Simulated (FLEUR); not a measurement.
Ti: equation of state with PBEsol

Crystal: Ti.

```
CELL_PARAMETERS angstrom
2.95000 0.00000 0.00000
-1.47500 2.55477 0.00000
0.00000 0.00000 4.68000
ATOMIC_POSITIONS crystal
Ti 0.66667 0.33333 0.75000
Ti 0.33333 0.66667 0.25000
```

```
Program                  : FLEUR MaX-R8.1 (later development tree)
Task                     : equation of state
Functional               : PBEsol
Potentials or basis      : all-electron
Basis                    : FLAPW
Kmax                     : 4.1 1/bohr
k mesh                   : 10 × 10 × 6
Occupations              : fermi-dirac, width 0.05 eV
Spin                     : no spin polarisation
Gmax                     : 12.7 1/bohr
Muffin-tin radii         : Ti 2.46 bohr
lmax                     : Ti 10
lnonsphr                 : Ti 10
Local orbitals a species : Ti 5
```

The equilibrium volume is 16.73 Å³/atom, the bulk modulus at fixed shape and positions is 118 GPa and the pressure derivative of the bulk modulus is 3.5.

Energy against volume, from the lowest point:
```
volume (Å³/atom)  energy (meV/atom)
          16.577               0.00
          16.930               0.39
          17.283               5.98
          17.636              16.31
          17.988              30.98
          18.341              49.59
          18.694              71.76
```

Caveat: the cell was scaled at fixed shape and fractional positions, which overstates the stiffness of a crystal with free parameters, most of all of layers and chains.
